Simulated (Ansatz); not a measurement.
**MgO: pressure against volume**

MgO, Fm-3m, a = 4.254 Å. Ansatz: PBE, PAW, 420 eV, Γ-centred 10×10×10 mesh on 2 atoms, Gaussian smearing 0.02 eV; no spin polarisation. Symmetry fixes shape and atoms, so the cell is only scaled; pressure is positive in compression.

| V (Å³/atom) | P (GPa) |
| --- | --- |
| 8.466 | 24.81 |
| 8.755 | 17.08 |
| 9.044 | ? |
| 9.332 | 4.84 |
| 9.621 | 0.01 |
| 9.909 | -4.14 |
| 10.198 | -7.70 |
| 10.583 | -11.68 |

**Question.** Take V0 = 9.621 Å³/atom, count pressures from its P0 = 0.01 GPa, fit the third-order Birch–Murnaghan form to the other rows, and predict the missing pressure.

**Answer.** With the Eulerian strain f = ½[(V0/V)^(2/3) − 1] and y = (P − P0)/[3f(1 + 2f)^(5/2)], the form is the line y = B0 + 1.5 B0 (B0′ − 4) f. Rows (f, y): 0.04450, 150.1; 0.03245, 149.8; 0.01027, 149.0; -0.00974, 149.2; -0.01904, 148.7; -0.03078, 148.4. Means f = 0.004610, y = 149.20; Σ(Δf)² = 0.004416, ΣΔfΔy = 0.09161; the slope is their ratio. y = 149.1 + 20.74 f GPa, so B0 = 149.1 GPa and B0′ = 4 + 2 × (20.74)/(3 × 149.1) = 4.09. At V = 9.044, f = 0.02105, y = 149.54 and P = 10.48 GPa. The run gave 10.49 GPa, so the fit is 0.01 GPa too low, within twice the rms miss on the fitted rows (0.009 GPa).